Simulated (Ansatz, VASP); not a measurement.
# Au in VASP and in Ansatz

```xyz
1
Lattice="0.0000 2.0831 2.0831 2.0831 0.0000 2.0831 2.0831 2.0831 0.0000" Properties=species:S:1:pos:R:3 pbc="T T T"
Au    0.0000    0.0000    0.0000
```

Alike in both runs: functional PBE; k mesh 8 × 8 × 8; occupations gaussian, width 0.1 eV; no spin polarisation.

Ansatz relaxed the structure, and its values are those at the end. VASP's run is a single point on that final structure, the one shown.

|  | VASP | Ansatz |
| --- | --- | --- |
| version | VASP 6.6.1 | Ansatz 0.2.0 |
| potentials or method | VASP PAW PBE potentials, release 64 (Au) | scalar-relativistic, plane waves, PAW |
| plane-wave cutoff (eV) | 520 | 420 |
| valence electrons in the cell | 11 | 19 |

Ansatz gave:

| Item | Value |
| --- | --- |
| gap on the k mesh at the Fermi level (eV) | none |
| pressure (GPa) | -0.1 |

Task: Estimate VASP's values.

Result: gap on the k mesh at the Fermi level (eV): none; pressure (GPa): -0.3.

A gap of «none» marks a metal or a gap that the smearing closes. The functional is the same, so the differences come from potentials, cutoffs and numerics. The two sets of potentials don't hold the same shells in valence.

The runs have no spin-orbit coupling, so splittings on Au are missing.
